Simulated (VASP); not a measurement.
Runs of VASP 6.6.1 on KMgF3. Symmetry: Amm2, No. 38, orthorhombic system. Conventional cell: a = 3.986 Å, b = 5.637 Å, c = 5.637 Å, α = 90.00°, β = 90.00°, γ = 90.00°. K (site symmetry mm2) has 12 F at 2.69 to 2.94 Å as nearest neighbours. Mg (site symmetry mm2) has 6 F at 1.91 to 2.08 Å as nearest neighbours. Around F (site symmetry mm2) lie 2 Mg at 2.00 Å. F (site symmetry m) has 2 Mg at 1.91 to 2.08 Å as nearest neighbours. 

```csv
cell,gap on the mesh (eV),pressure (GPa),largest force (eV/Å)
"all F atoms moved +0.125 Å, as atom 3 towards its neighbour atom 1 (K) at 2.818 Å",(c),(b),(a)
"all F atoms moved +0.188 Å, as atom 3 towards its neighbour atom 1 (K) at 2.818 Å",6.94,-3.6,1.52
"all F atoms moved +0.312 Å, as atom 3 towards its neighbour atom 1 (K) at 2.818 Å",6.91,-0.5,2.78
"all F atoms moved +0.438 Å, as atom 3 towards its neighbour atom 1 (K) at 2.818 Å",6.85,4.3,4.35
```

Alike in all rows: task single point; level LDA; potentials or basis VASP PAW LDA potentials, release 64 (K_sv, Mg, F); no spin polarisation; k mesh 6 × 6 × 6; cutoff (eV) 520; smearing gaussian 0.05 eV.

**Question.** Fill in the values left out.

**Answer.** (a) 0.98; (b) -4.5; (c) 6.95.

Caveats: forces of over 1 eV/Å show positions far from the minimum, so gaps and moduli don't describe the material at rest (some runs).

A k mesh can miss the band edges.
